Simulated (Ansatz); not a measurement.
# Ag under changes of volume

One of the cells (17.048 Å³/atom); the others are scaled copies at fixed shape and fractional positions:

```xyz
1
Lattice="0.0000 2.0427 2.0427 2.0427 0.0000 2.0427 2.0427 2.0427 0.0000" Properties=species:S:1:pos:R:3 pbc="T T T"
Ag    0.0000    0.0000    0.0000
```

```yaml
Program: Ansatz 0.2.0
Functional: LDA
Potentials_or_basis: Ansatz PAW
Cutoff: "420 eV (not typed: the program's choice for these potentials)"
k_mesh: 11 × 11 × 11
Occupations: fermi-dirac, width 0.05 eV
Spin: no spin polarisation
```

| volume (Å³/atom) | energy over the lowest point (meV/atom) | pressure (GPa) |
| --- | --- | --- |
| 16.025 | 0.00 | -0.4 |
| 16.366 | 4.04 | -3.2 |
| 16.707 | 13.52 | -5.6 |
| 17.048 | 27.72 | -7.6 |
| 17.389 | ? | ? |
| 17.730 | 67.60 | -10.8 |
| 18.071 | 92.13 | -12.1 |

Question: What does the run at 17.389 Å³/atom give?

Answer: Energy over the lowest point 45.94 meV/atom; pressure -9.3 GPa.

Worked out: A Birch-Murnaghan fit of order 3 (a polynomial in V^(-2/3)) to the other rows has its minimum at 15.97 Å³/atom, just outside them, with B0 = V·E''(V) = 144 GPa and B' = 6.1. It gives 45.95 meV/atom at 17.389 Å³/atom, against the run's 45.94, and -dE/dV = -9.4 GPa, against -9.3.

Energies are extrapolated to zero smearing.

Caveats: the PAW data sets come from PBE, with cores solved anew for the run's functional, which leaves a small shift of forces and pressure.
